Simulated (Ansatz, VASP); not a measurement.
One calculation of CdSe, two programs

```
CELL_PARAMETERS angstrom
0.00000 2.89299 2.89299
2.89299 0.00000 2.89299
2.89299 2.89299 0.00000
ATOMIC_POSITIONS crystal
Cd 0.00000 0.00000 0.00000
Se 0.50000 0.50000 0.50000
```

Change from the starting cell: volume scaled by 1.02.

Alike in both runs: task single point; functional LDA; k mesh 8 × 8 × 8; occupations fermi-dirac, width 0.05 eV; no spin polarisation.

|  | VASP | Ansatz |
| --- | --- | --- |
| version | VASP 6.6.1 | Ansatz 0.2.0 |
| potentials or method | VASP PAW LDA potentials, release 64 (Cd, Se), cutoff 520 eV | all-electron LAPW, scalar-relativistic |

```csv
,VASP,Ansatz,Ansatz less VASP
gap on the k mesh at the Fermi level (eV),none,none,-
pressure (GPa),-6.5,-6.9,-0.37
```

A gap of «none» marks a metal or a gap that the smearing closes. Ansatz ran all-electron here, so the differences hold the error of VASP's frozen core and of both bases.
